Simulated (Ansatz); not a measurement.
Runs of Ansatz 0.2.0 on Ba. The structure is cubic, space group Im-3m (No. 229). The conventional cell has a = 5.013 Å, b = 5.013 Å, c = 5.013 Å, α = 90.00°, β = 90.00°, γ = 90.00°. Ba (site symmetry m-3m) has 8 Ba at 4.34 Å as nearest neighbours. 

```csv
task,level,potentials or basis,spin,cell,k mesh,cutoff (eV),smearing,other keys,gap on the mesh (eV),pressure (GPa),moment (μB)
density of states,BHLYP+D3(BJ),PseudoDojo stringent (PBE files),off,as given,6 × 6 × 6,770,gaussian 0.02 eV,-,none,-0.1,-
single point,HSE03,PseudoDojo stringent (PBE files),"collinear, program default start",as given,5 × 5 × 5,770,cold 0.1 eV,-,none,0.2,0.00
single point,PBE,Ansatz PAW,off,cell strained at random at fixed volume,8 × 8 × 8,420,fermi-dirac 0.05 eV,-,none,0.0,-
density of states,BLYP,SSSP efficiency PAW,"collinear, ferromagnetic start",as given,8 × 8 × 8,408,fermi-dirac 0.1 eV,scf.eigensolver.kind = davidson; basis.precision = f64,none,(a),0.00
single point,PBE,Ansatz PAW,off,as given,8 × 8 × 8,420,fermi-dirac 0.05 eV,-,none,0.0,-
density of states,r2SCAN+D3(BJ),PseudoDojo stringent (PBE files),off,as given,8 × 8 × 8,770,fermi-dirac 0.1 eV,-,none,-0.1,-
density of states,PBE+D3(BJ),SSSP efficiency PAW,off,cell strained at random at fixed volume,5 × 5 × 5,408,tetrahedron,scf.occupations.width = left out; …,none,-0.2,-
density of states,exchange-only PBE,PseudoDojo standard (PBE files),off,as given,8 × 8 × 8,770,fermi-dirac 0.15 eV,scf.initial_density.chi_scale = 0,none,2.4,-
```

Task: Fill in the values left out.

Result: (a) 0.5.

Caveats: the potentials were made for another functional, which shifts forces and pressure (some runs); pairwise dispersion overbinds metals, which lowers pressure and volume (some runs); the thresholds are loose for stress (some runs); the starting moments weren't kept (some runs); the meta-GGA runs on potentials made for a GGA (some runs); the dispersion damping was fitted for another functional or another form of the correction (some runs); with tetrahedron occupations forces and stress needn't match the slope of the energy (some runs).

A k mesh can miss the band edges, and the runs leave out spin-orbit coupling on Ba.

A gap of «none» marks a metal or a gap under the smearing width.
